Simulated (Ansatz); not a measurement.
SnS₂ (started from an entry of an open crystallographic database), relaxed with r2SCAN+rVV10, was run in Ansatz under altered settings. All numbers are computed, without spin polarisation but where a row says otherwise.

```xyz
3
Lattice="3.6608 0.0000 0.0000 -1.8304 3.1703 0.0000 0.0000 0.0000 5.9618" Properties=species:S:1:pos:R:3 pbc="T T T"
Sn    0.0000    0.0000    0.0000
S     0.0000    2.1135    1.4642
S     1.8304    1.0568    4.4976
```

The base run's other keys:
```yaml
kpoints:
  mp_grid: { grid: [6, 6, 2] }
hamiltonian:
  xc: hse06
scf:
  occupations: { method: fixed }
  n_extra_bands: 4
```

It takes 14 iterations with 1327 plane waves at 420 eV and 14 k points, and leaves a mean stress of -0.11 GPa. The gap over this mesh is 2.419 eV. It ran on 4 threads of Arm Neoverse N1 (shared host).

Outcomes, with energy and stress as changes against the base:
```
                                    setting    outcome  ΔF (meV/atom)  Δ mean stress (GPa)  gap on the mesh (eV)  iterations  wall time
                       hamiltonian.xc: pbe0  converged              –                 -0.2                 3.133          14       18 s
   PBE hybrid, exx coeff 0.4, omega 0.5 1/Å  converged              –                 -0.2                 2.206          18       22 s
PBE hybrid, exx coeff 0.3, omega 0.2078 1/Å  converged              –                 -0.6                 2.610          14       20 s
                  scf.exx.ecutfock_ratio: 4  converged            0.0                  0.0                 2.419          14       21 s
                         scf.mixing.ndim: 1  converged            0.0                  0.0                 2.419          21       19 s
```
A dash marks a value that wasn't obtained or can't be compared. Stress is positive in compression. The base took 18 s. The base's mesh is coarse for a hybrid, so its own values aren't converged.

- hamiltonian.xc: pbe0. The mean stress moves by -0.2 GPa and the gap on the mesh by +0.714 eV (to 3.133). It's another functional on the same cell, so totals aren't comparable.
- PBE hybrid, exx coeff 0.4, omega 0.5 1/Å. That is 40 % exact exchange, screened with ω = 0.5 1/Å, against HSE06's 25 % screened at 0.208 1/Å. The mean stress moves by -0.2 GPa and the gap on the mesh by -0.213 eV (to 2.206). Totals of different functionals aren't comparable.
- PBE hybrid, exx coeff 0.3, omega 0.2078 1/Å. That is 30 % exact exchange, screened with ω = 0.2078 1/Å, against HSE06's 25 % screened at 0.208 1/Å. The mean stress moves by -0.6 GPa and the gap on the mesh by +0.192 eV (to 2.610). Totals of different functionals aren't comparable.

Within 1 meV an atom, 0.1 GPa and 0.005 eV of the base stay: scf.exx.ecutfock_ratio: 4; scf.mixing.ndim: 1.

No spin-orbit coupling is included; it can move band edges with weight on the heavy atoms by tenths of an eV.

The stress of a hybrid is loosely converged in these runs.

The meshes of the hybrids are coarse, so their gaps aren't converged to the digits shown.
